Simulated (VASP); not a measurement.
Crystal: TiAl.

```
Ti Al
1.0
     3.15645    0.00000    0.00000
     0.00000    3.15645    0.00000
     0.00000    0.00000    3.15645
Ti Al
1 1
Direct
  0.00000 0.00000 0.00000
  0.50000 0.50000 0.50000
```

The cell comes from a database or a generator and needn't be the stable form of this composition.

Base run:

- Program: VASP 6.6.1
- Functional: r2SCAN
- Potentials or basis: VASP PAW PBE potentials, release 64 (Ti_sv, Al)
- Cutoff: 520 eV
- k mesh: 14 × 14 × 14
- Occupations: gaussian, width 0.1 eV
- Spin: no spin polarisation

Its results: band gap on the k mesh none (metal or under the smearing width); pressure 1.9 GPa.

The run is repeated on the same cell with these changes: functional from r2SCAN to PBEsol; cutoff from 520 eV to 700 eV. What comes out?

Band gap on the k mesh none (metal or under the smearing width); pressure 0.0 GPa.

Caveats: the PAW data sets were made with another functional, which shifts forces and pressure a little.
